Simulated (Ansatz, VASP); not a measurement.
## GaP in VASP and in Ansatz

```
Ga P
1.0
     0.00000    2.64743    2.79265
     2.79265    0.00000    2.79265
     2.79265    2.64743    0.00000
Ga P
1 1
Cartesian
  0.0000 0.0000 0.0000
  4.1890 3.9711 4.1890
```

Alike in both runs: task single point; functional PBEsol; k mesh 10 × 10 × 10; occupations gaussian, width 0.05 eV; no spin polarisation.

|  | VASP | Ansatz |
| --- | --- | --- |
| version | VASP 6.6.1 | Ansatz 0.2.0 |
| potentials or method | VASP PAW PBE potentials, release 64 (Ga_d, P) | scalar-relativistic, plane waves, PAW |
| plane-wave cutoff (eV) | 520 | 420 |
| valence electrons in the cell | 18 | 18 |

VASP gave:

- gap on the k mesh at the Fermi level (eV): 1.02
- least direct gap on the mesh (eV): 1.39
- pressure (GPa): -2.3
- largest component of the traceless stress (GPa): 2.40

Question: What did Ansatz give for the same quantities?

Answer: gap on the k mesh at the Fermi level (eV): 1.02; least direct gap on the mesh (eV): 1.38; pressure (GPa): -2.2; largest component of the traceless stress (GPa): 2.39.

Ansatz warned: «pseudo_functional_mismatch».

Caveats: the PAW data sets were made with another functional, which shifts forces and pressure a little (VASP). A k mesh can miss the band edges.
